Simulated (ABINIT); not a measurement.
## LiBr (Fm-3m): G0W0 in ABINIT against the exchange cutoff

Aim: move the exchange cutoff of a G0W0 run on LiBr (Fm-3m) over a wide range.

Calculated with ABINIT 10.8.3; PBE and many-body steps on it, plane waves.

This is a report of a sequence of runs, with most program output left out.

## Step 1: Starting point

Symmetry: Fm-3m, No. 225, cubic system. The conventional cell has a = 5.501 Å, b = 5.501 Å, c = 5.501 Å, α = 90.00°, β = 90.00°, γ = 90.00°. Nearest to Li lie 6 Br at 2.75 Å. Br has 6 Li at 2.75 Å nearest. Farther neighbours and most contacts between anions are not listed.

The cell and positions come from the Crystallography Open Database and are kept as given unless a step says otherwise.

## Step 2: Screening, 4×4×4 mesh, 36 bands, screening to 130.6 eV

This step: ABINIT 10.8.3; RPA screening on PBE, plane waves, norm-conserving pseudopotentials.

The RPA dielectric matrix is built and inverted for each q.

run.abi reads:

```
acell 3*1.0 Angstrom
rprim 
  0.000000000000 2.750650000000 2.750650000000
  2.750650000000 0.000000000000 2.750650000000
  2.750650000000 2.750650000000 0.000000000000
ntypat 2
znucl 3 35
natom 2
typat 1 2
xred 
  0.000000000000 0.000000000000 0.000000000000
  0.500000000000 0.500000000000 0.500000000000
pp_dirpath "pseudos"
pseudos "Li.upf, Br.upf"
ecut 33
ngkpt 4 4 4
nshiftk 1
shiftk 0 0 0
kptopt 1
chksymbreak 0
istwfk *1
occopt 1
irdwfk 1
optdriver 3
nband 36
ecuteps 4.8
inclvkb 2
awtr 1
symchi 1
indata_prefix "in"
outdata_prefix "out"
tmpdata_prefix "tmp"
```

Launch:

```
$ OMP_NUM_THREADS=1 mpirun -n 4 abinit run.abi > log
```

Elapsed: 3.7 s, on 4 MPI ranks of Arm Neoverse V1, shared host; peak memory 0.46 GiB.

This step gave:

| Quantity | Value |
| --- | --- |
| ε∞ with local fields, on this mesh, along the program's q direction | 3.337 |
| the same without local fields | 3.948 |
| plasma frequency | 18.20 eV |
| plane waves in the screening matrix | 137 |

Local fields lower ε∞ by 15 %. On a Γ-centred mesh this coarse the value itself is usually too large, while a short band sum pulls it down.

## Step 3: 3.3 Ha

This step: G0W0 on PBE, plane waves, norm-conserving pseudopotentials.

run.abi: that of step 2 with these lines changed.

```diff
@@ -23,8 +23,15 @@
 irdwfk 1
-optdriver 3
+optdriver 4
 nband 36
+gwcalctyp 0
+ecutsigx 3.3
+symsigma 1
+nkptgw 1
+kptgw 
+  0.0000000000 0.0000000000 0.0000000000
+bdgw 
+  3 9
 ecuteps 4.8
-inclvkb 2
-awtr 1
-symchi 1
+irdscr 1
+ppmodel 1
 indata_prefix "in"
```

Run time: 2.1 s. Hardware: 4 MPI ranks; peak memory 0.11 GiB.

Numbers from this step:

| Item | Value |
| --- | --- |
| G0W0 gap on the points computed | 6.917 eV |
| starting gap on the mesh | 4.938 eV |
| k of the valence top | 0, 0, 0 |
| k of the conduction bottom | 0, 0, 0 |
| Z at the valence top | 0.813 |
| Z at the conduction bottom | 0.843 |
| least direct G0W0 gap on the computed points | 6.917 eV |

## Step 4: 6.6 Ha

run.abi: that of step 3 with these lines changed.

```diff
@@ -26,3 +26,3 @@
 gwcalctyp 0
-ecutsigx 3.3
+ecutsigx 6.6
 symsigma 1
```

Run time: 2.5 s. Hardware: 4 MPI ranks; peak memory 0.11 GiB.

Numbers from this step:

* G0W0 gap on the points computed: 6.969 eV
* starting gap on the mesh: 4.938 eV
* k of the valence top: 0, 0, 0
* k of the conduction bottom: 0, 0, 0
* Z at the valence top: 0.81
* Z at the conduction bottom: 0.842
* least direct G0W0 gap on the computed points: 6.969 eV

## Step 5: 13.2 Ha

The self-energy is evaluated for the states that the input lists, and the levels follow from it, in one-shot runs by the linearised quasiparticle equation.

run.abi: that of step 4 with these lines changed.

```diff
@@ -26,3 +26,3 @@
 gwcalctyp 0
-ecutsigx 6.6
+ecutsigx 13.2
 symsigma 1
```

The job ended after 2.5 s (4 MPI ranks; peak memory 0.11 GiB).

Numbers from this step:

```
G0W0 gap on the points computed              : 6.896 eV
starting gap on the mesh                     : 4.938 eV
k of the valence top                         : 0, 0, 0
k of the conduction bottom                   : 0, 0, 0
least direct G0W0 gap on the computed points : 6.896 eV
```

The gap on the mesh goes from 4.94 eV to 6.90 eV, a correction of +1.96 eV.

## Step 6: 23.1 Ha

run.abi: that of step 5 with these lines changed.

```diff
@@ -26,3 +26,3 @@
 gwcalctyp 0
-ecutsigx 13.2
+ecutsigx 23.1
 symsigma 1
```

Elapsed: 2.5 s, on 4 MPI ranks; peak memory 0.12 GiB; 9.8 s of CPU time.

This step gave:

- G0W0 gap on the points computed: 6.876 eV
- starting gap on the mesh: 4.938 eV
- k of the valence top: 0, 0, 0
- k of the conduction bottom: 0, 0, 0
- least direct G0W0 gap on the computed points: 6.876 eV

Against the run before, the gap moves by −0.020 eV.

## Step 7: 33 Ha

run.abi: that of step 6 with these lines changed.

```diff
@@ -26,3 +26,3 @@
 gwcalctyp 0
-ecutsigx 23.1
+ecutsigx 33
 symsigma 1
```

The job ended after 2.5 s (4 MPI ranks; peak memory 0.14 GiB; 9.8 s of CPU time).

Numbers from this step:

| Property | Result |
| --- | --- |
| G0W0 gap on the points computed | 6.873 eV |
| starting gap on the mesh | 4.938 eV |
| k of the valence top | 0, 0, 0 |
| k of the conduction bottom | 0, 0, 0 |
| least direct G0W0 gap on the computed points | 6.873 eV |

Against the run before, the gap moves by −0.003 eV.

## Step 8: The runs together

Times are wall times on 4 MPI ranks of Arm Neoverse V1, shared host, good to a factor of about two. A run's time includes the screening step that it read.

| run | mesh | bands | screening cutoff (eV) | DFT gap (eV) | gap on the mesh (eV) | direct (eV) | ε∞ used | time |
| --- | --- | --- | --- | --- | --- | --- | --- | --- |
| 3.3 Ha | 4×4×4 | 36 | 130.6 | 4.938 | 6.917 | 6.917 | 3.34 | 5.8 s |
| 6.6 Ha | 4×4×4 | 36 | 130.6 | 4.938 | 6.969 | 6.969 | 3.34 | 6.1 s |
| 13.2 Ha | 4×4×4 | 36 | 130.6 | 4.938 | 6.896 | 6.896 | 3.34 | 6.2 s |
| 23.1 Ha | 4×4×4 | 36 | 130.6 | 4.938 | 6.876 | 6.876 | 3.34 | 6.2 s |
| 33 Ha | 4×4×4 | 36 | 130.6 | 4.938 | 6.873 | 6.873 | 3.34 | 6.2 s |

## Step 9: Summary of results

```
3.3 Ha       : 6.917 eV
6.6 Ha       : 6.969 eV
13.2 Ha      : 6.896 eV
23.1 Ha      : 6.876 eV
33 Ha        : 6.873 eV
known limits : not at the basis limit; no spin-orbit coupling; coarse k mesh
```

What this shows: The setting moved: exchange cutoff. From 3.3 Ha to 33 Ha the gap moves by −0.04 eV, not steadily: it passes through 6.97 eV. It holds to 0.03 eV from 13.2 Ha on. Bands and screening cutoff are coupled, so a series along one setting does not show full convergence. Below the screening cutoff the correlation part is cut too. Bands and cutoff are finite, so the gap is not at the basis limit. The miss can reach some tenths of an eV and take either sign; the mesh is an error of its own. In the G0W0 runs levels were corrected at 1 k point alone, so a gap called «on the mesh» is the least over those, and an edge elsewhere would be missed. The 4×4×4 mesh is coarse for this cell, which bears on the long-range parts of exchange and screening. The many-body steps are scalar-relativistic: spin-orbit coupling is not in them.

[Paths, hosts, dates, memory and timing lines, banners, echoed tables and standing remarks are left out of the program output.]

[Logs are printed without paths, hosts, clocks, repeated set-up lines and the standing remarks that a program may print on its own settings, such as how far it seeks lower states.]

[Runs of the session that timed out or met a known fault of the program may be left out.]

[Hosts, paths, dates, database ids (printed as entryN), source tags and the programs' standing remarks are cut or masked in the printed files.]

[G0W0 gaps are taken among the corrected bands and points alone; a level outside them can change the order at an edge.]

[Where Ansatz stands beside ABINIT at settings called matched, ABINIT's density can come from a denser mesh and the files from another edition; pairs whose starting gaps differed by over 0.03 eV were left out, so agreement reads better than it is.]
